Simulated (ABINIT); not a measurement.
# Co (P-3m1) in ABINIT: equation of state

Aim: energy against volume of Co in PBEsol, for its equilibrium volume and stiffness.

Everything below comes from runs of ABINIT 10.8.3 (patched build). Logs are shortened: lines on timing, memory, paths and dates and some standing lists are left out, and cuts for length are marked. The log counts tension as positive stress, the text compression.

### Step 1. The structure

It takes space group P-3m1 (No. 164, trigonal). Conventional cell: a = 2.487 Å, b = 2.487 Å, c = 4.063 Å, α = 90.00°, β = 90.00°, γ = 120.00°. Co (site symmetry 3m) is surrounded by 12 Co at 2.42 to 2.55 Å.

### Step 2. Equation of state, PBEsol, collinear spin, ferromagnetic start

Input file run.abi:

```
# Datasets: one volume each
ndtset 7
scalecart1 3*0.9795861087
scalecart2 3*0.9864848297
scalecart3 3*0.9932883884
scalecart4 3*1.0000000000
scalecart5 3*1.0066227096
scalecart6 3*1.0131594038
scalecart7 3*1.0196128224

# Pseudopotentials
pp_dirpath "./"
pseudos "Co.GGA_PBE-JTH.xml"

# Structure
acell 4.7004383835 4.7004383835 7.6785043265
rprim
     1.0000000000     0.0000000000     0.0000000000
    -0.5000000000     0.8660254038     0.0000000000
     0.0000000000     0.0000000000     1.0000000000
ntypat 1
znucl 27
natom 2
typat 1 1
xred
     0.3333333333     0.6666666667     0.7401390000
     0.6666666667     0.3333333333     0.2598610000

# Plane-wave basis
ecut 26.0
pawecutdg 48.0
pawxcdev 0

# k points
kptopt 1
ngkpt 12 12 7
nshiftk 1
shiftk 0.0 0.0 0.0

# Exchange and correlation
ixc -116133

# Bands and occupations
nband 22
occopt 3
tsmear 0.00183747

# Spin
nsppol 2
spinat
     0.0000000000     0.0000000000     2.0000000000
     0.0000000000     0.0000000000     2.0000000000

# SCF cycle
nstep 100
tolvrs 1.0e-9

# Output
iomode 3
prtwf 0
prtden 0
prteig 0
prtebands 0
```

Potentials or basis: JTH PAW PBE v2.0.

On the command line:

```bash
$ mpirun --bind-to none -np 4 abinit run.abi > log 2>&1
```

run.abo:

```text
.Version 10.8.3 of ABINIT
 DATASET    1 : space group P-3 m 1 (#164); Bravais hP (primitive hexag.)
================================================================================
 Values of the parameters that define the memory need for DATASET  1.
     intxc =       0    ionmov =       0      iscf =      17    lmnmax =      18
     lnmax =       6     mgfft =      36  mpssoang =       3    mqgrid =    3001
     natom =       2  nloc_mem =       2    nspden =       2   nspinor =       1
    nsppol =       2      nsym =      12    n1xccc =       1    ntypat =       1
    occopt =       3   xclevel =       2
       mpw =         886          nfft =       20736          nkpt =         112
Pmy_natom=         1
 PAW method is used; the additional fine FFT grid is defined by:
   mgfftf=        48    nfftf =     43200
================================================================================
================================================================================
[... 77 lines left out ...]
================================================================================
 Values of the parameters that define the memory need for DATASET  7.
     intxc =       0    ionmov =       0      iscf =      17    lmnmax =      18
     lnmax =       6     mgfft =      36  mpssoang =       3    mqgrid =    3001
     natom =       2  nloc_mem =       2    nspden =       2   nspinor =       1
    nsppol =       2      nsym =      12    n1xccc =       1    ntypat =       1
    occopt =       3   xclevel =       2
       mpw =        1014          nfft =       20736          nkpt =         112
Pmy_natom=         1
 PAW method is used; the additional fine FFT grid is defined by:
   mgfftf=        50    nfftf =     45000
================================================================================
================================================================================

--------------------------------------------------------------------------------
------------- Echo of variables that govern the present computation ------------
--------------------------------------------------------------------------------
 -outvars: echo values of preprocessed input variables --------
            acell      4.7004383835E+00  4.7004383835E+00  7.6785043265E+00 Bohr
              amu      5.89332000E+01
             ecut      2.60000000E+01 Hartree
                       outvar_i_n : Printing only first  50 k-points.
              ixc     -116133
           jdtset        1    2    3    4    5    6    7
                       outvar_i_n : Printing only first  50 k-points.
         kptrlatt       12    0    0      0   12    0      0    0    7
          kptrlen1     5.26522932E+01
          kptrlen2     5.30230962E+01
          kptrlen3     5.33887843E+01
          kptrlen4     5.37495303E+01
          kptrlen5     5.41054978E+01
          kptrlen6     5.44568421E+01
          kptrlen7     5.48037103E+01
            natom           2
            nband          22
           ndtset           7
            ngfft          24      24      36
          ngfftdg1         30      30      48
[... 282 lines left out ...]
================================================================================

 chkinp: Checking input parameters for consistency, jdtset=   1.

 chkinp: Checking input parameters for consistency, jdtset=   2.
[... 36 lines left out ...]
 getcut: wavevector=  0.0000  0.0000  0.0000  ngfft=  30  30  48
         ecut(hartree)=     48.000   => boxcut(ratio)=   2.04614

--- Pseudopotential description ------------------------------------------------
- pspini: atom type   1  psp file is ./Co.GGA_PBE-JTH.xml
 Pseudopotential format is: paw10
 basis_size (lnmax)=  6 (lmn_size= 18), orbitals=   0   0   1   1   2   2
 Spheres core radius: rc_sph= 2.10903434
 Shapefunction is SIN type: shapef(r)=[sin(pi*r/rshp)/(pi*r/rshp)]**2
 Radius for shape functions =  1.60384542
 Compensation charge density is not taken into account in XC energy/potential

   1.02819556E+03                                ecore*ucvol(ha*bohr**3)
--------------------------------------------------------------------------------

================================================================================

--- !BeginCycle
iteration_state: {dtset: 1, }
solver: {iscf: 17, nstep: 100, nline: 4, wfoptalg: 10, }
tolerances: {tolvrs: 1.00E-09, }
...
[... 1385 lines left out ...]
-Cartesian components of stress tensor (GPa)         [Pressure= -1.8474E+01 GPa]
- sigma(1 1)=  1.77075118E+01  sigma(3 2)=  0.00000000E+00
- sigma(2 2)=  1.77075118E+01  sigma(3 1)=  0.00000000E+00
- sigma(3 3)=  2.00080176E+01  sigma(2 1)=  0.00000000E+00

== END DATASET(S) ==============================================================
================================================================================

 -outvars: echo values of variables after computation  --------
            acell      4.7004383835E+00  4.7004383835E+00  7.6785043265E+00 Bohr
           etotal1    -2.9263477769E+02
           etotal2    -2.9263505893E+02
           etotal3    -2.9263485329E+02
           etotal4    -2.9263421325E+02
           etotal5    -2.9263319834E+02
           etotal6    -2.9263183319E+02
           etotal7    -2.9263014684E+02
            fcart1    -1.7543627939E-28  3.3762727709E-29  1.3430361560E-02
                       1.7543627939E-28 -3.3762727709E-29 -1.3430361560E-02
            fcart2    -1.7420941212E-28  3.3526616994E-29  1.1615966257E-02
                       1.7420941212E-28 -3.3526616994E-29 -1.1615966257E-02
            fcart3    -5.7672053171E-29  9.9890926267E-29  1.0328237594E-02
                       5.7672053171E-29 -9.9890926267E-29 -1.0328237594E-02
            fcart4     0.0000000000E+00  2.6458799245E-28  8.9587329012E-03
                       0.0000000000E+00 -2.6458799245E-28 -8.9587329012E-03
            fcart5    -1.7072428489E-28 -9.8567711836E-29  7.6883515375E-03
                       1.7072428489E-28  9.8567711836E-29 -7.6883515375E-03
[... 38 lines left out ...]
                       0.0000000000E+00  0.0000000000E+00  0.0000000000E+00
           xangst1     3.3248026709E-17  1.4067647816E+00  2.9460063109E+00
                       1.2182940380E+00  7.0338239080E-01  1.0343356396E+00
           xangst2    -3.7744872154E-16  1.4166719022E+00  2.9667535177E+00
                       1.2268738561E+00  7.0833595111E-01  1.0416199334E+00
           xangst3    -4.5847263413E-17  1.4264423621E+00  2.9872145335E+00
                       1.2353353226E+00  7.1322118105E-01  1.0488037462E+00
           xangst4     3.4292571554E-17  1.4360807785E+00  3.0073990277E+00
                       1.2436824361E+00  7.1804038926E-01  1.0558904729E+00
           xangst5    -4.2517324079E-17  1.4455915245E+00  3.0273161581E+00
                       1.2519189837E+00  7.2279576224E-01  1.0628833289E+00
           xangst6    -4.2152654509E-16  1.4549787454E+00  3.0469746059E+00
                       1.2600485554E+00  7.2748937268E-01  1.0697853620E+00
           xangst7    -2.8193007504E-16  1.4642463758E+00  3.0663826107E+00
                       1.2680745588E+00  7.3212318789E-01  1.0765994652E+00
             xred      3.3333333333E-01  6.6666666667E-01  7.4013900000E-01
                       6.6666666667E-01  3.3333333333E-01  2.5986100000E-01
 Calculation completed.
```

Run time: 6.6 min. Hardware: 4 MPI ranks of Intel Xeon Platinum 8488C (Sapphire Rapids), shared host; peak memory 0.72 GiB.

Results:

```yaml
Equilibrium_volume: 10.46 Å³/atom
Bulk_modulus_at_fixed_shape_and_positions: 229 GPa
Pressure_derivative_of_the_bulk_modulus: "4.2 (rough: it moves with the points fitted)"
```

Energy against volume, from the lowest point:
```csv
volume (Å³/atom),energy (meV/atom)
10.233,3.83
10.450,0.00
10.668,2.80
10.886,11.51
11.103,25.31
11.321,43.89
11.539,66.83
```

Caveat: pressures at fixed basis lie under the slope of the energies; the cell was scaled at fixed shape and fractional positions, which overstates the stiffness of a crystal with free parameters, most of all of layers and chains; the PAW data sets were made with another functional, which shifts forces and pressure a little.
